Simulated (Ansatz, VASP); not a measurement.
## Two plane-wave programs on B3As2

```
B As
1.0
     4.54358    0.00000    0.00000
    -2.27179    3.93485    0.00000
     0.00000    0.00000    4.71354
B As
3 2
Direct
  0.00000 0.00000 0.16910
  0.00000 0.00000 0.83090
  0.00000 0.00000 0.50000
  0.33333 0.66667 0.00000
  0.66667 0.33333 0.00000
```

Alike in both runs: functional PBE; k mesh 6 × 6 × 4; occupations gaussian, width 0.1 eV; no spin polarisation.

Ansatz relaxed the structure, and its values are those at the end. VASP's run is a single point on that final structure, the one shown.

|  | VASP | Ansatz |
| --- | --- | --- |
| version | VASP 6.6.1 | Ansatz 0.2.0 |
| potentials or method | VASP PAW PBE potentials, release 64 (B, As) | scalar-relativistic, plane waves, PAW |
| plane-wave cutoff (eV) | 520 | 420 |
| valence electrons in the cell | 19 | 39 |

Ansatz gave:

- gap on the k mesh at the Fermi level (eV): none
- pressure (GPa): 0.1

What did VASP give for the same quantities?

gap on the k mesh at the Fermi level (eV): none; pressure (GPa): 0.2.

A gap of «none» marks a metal or a gap that the smearing closes. The two sets of potentials don't hold the same shells in valence.
